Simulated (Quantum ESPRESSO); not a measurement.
Runs of Quantum ESPRESSO 7.5 on SiC (Moissanite). It takes space group P6_3mc (No. 186, hexagonal). Conventional cell: a = 3.076 Å, b = 3.076 Å, c = 5.048 Å, α = 90.00°, β = 90.00°, γ = 120.00°. Around Si (site symmetry 3m) lie 4 C at 1.87 to 1.94 Å. Around C (site symmetry 3m) lie 4 Si at 1.87 to 1.94 Å. 

| task | level | potentials or basis | cell | most ionic steps | forc conv thr | etot conv thr | ion dynamics | cell dynamics | gap on the mesh (eV) | pressure (GPa) | V0 of scaled cells (Å³/atom) | B0 (GPa) | largest force (eV/Å) |
| --- | --- | --- | --- | --- | --- | --- | --- | --- | --- | --- | --- | --- | --- |
| relaxation of cell and atoms | HCTH | PseudoDojo 0.4.1 SR PBE standard | relaxed to 0.3 kbar | 40 | 0.0004 Ry/bohr | 1e-05 Ry | bfgs | bfgs | 2.89 | 0.0 | - | - | - |
| band structure | SOGGA | PseudoDojo 0.4.1 SR PBE standard | as given | - | - | - | - | - | 2.22 | -0.1 | - | - | 0.76 |
| equation of state | LDA | PseudoDojo 0.4.1 SR LDA standard | as given | - | - | - | - | - | - | - | 10.13 | 229 | - |
| relaxation of cell and atoms | WC | PseudoDojo 0.4.1 SR PBE standard | relaxed to 0.3 kbar | 40 | 0.0004 Ry/bohr | 1e-05 Ry | bfgs | bfgs | 2.31 | 0.0 | - | - | - |
| relaxation of cell and atoms | OLYP | PseudoDojo 0.4.1 SR PBE standard | relaxed to 0.3 kbar | 40 | 0.0004 Ry/bohr | 1e-05 Ry | bfgs | bfgs | 2.64 | 0.0 | - | - | - |
| equation of state | PBEsol | PseudoDojo 0.4.1 SR PBEsol standard | as given | - | - | - | - | - | - | - | 10.36 | 221 | - |
| relaxation of cell and atoms | SOGGA | PseudoDojo 0.4.1 SR PBE standard | relaxed to 0.3 kbar | 40 | 0.0004 Ry/bohr | 1e-05 Ry | bfgs | bfgs | 2.16 | 0.0 | - | - | - |
| band structure | PW86PBE | PseudoDojo 0.4.1 SR PBE standard | as given | - | - | - | - | - | (a) | 8.1 | - | - | 0.77 |
| relaxation of cell and atoms | B86bPBE | PseudoDojo 0.4.1 SR PBE standard | relaxed to 0.3 kbar | 40 | 0.0004 Ry/bohr | 1e-05 Ry | bfgs | bfgs | 2.52 | 0.0 | - | - | - |
| band structure | B86bPBE | PseudoDojo 0.4.1 SR PBE standard | as given | - | - | - | - | - | 2.54 | 4.4 | - | - | 0.76 |
| relaxation of cell and atoms | BP86 | PseudoDojo 0.4.1 SR PBE standard | relaxed to 0.3 kbar | 40 | 0.0004 Ry/bohr | 1e-05 Ry | bfgs | bfgs | 2.56 | 0.0 | - | - | - |
| band structure | HCTH | PseudoDojo 0.4.1 SR PBE standard | as given | - | - | - | - | - | (b) | 1.6 | - | - | 0.74 |

Alike in all rows: no spin polarisation; k mesh 10 × 10 × 5; cutoff (eV) 1116; smearing fermi-dirac 0.05 eV.

Q: Estimate the missing entries.

A: (a) 2.70; (b) 2.93.

Caveats: the potentials were made for another functional, which shifts forces and pressure (some runs); an odd mesh through Γ misses points on the zone boundary, where band edges often lie (some runs); the mesh misses the band edges, which the band path finds closer together (some runs); SOGGA exchange is joined with the correlation of PBE here (some runs); the cell was scaled at fixed shape and fractional positions, which overstates the stiffness of a crystal with free parameters, most of all of layers and chains (some runs).
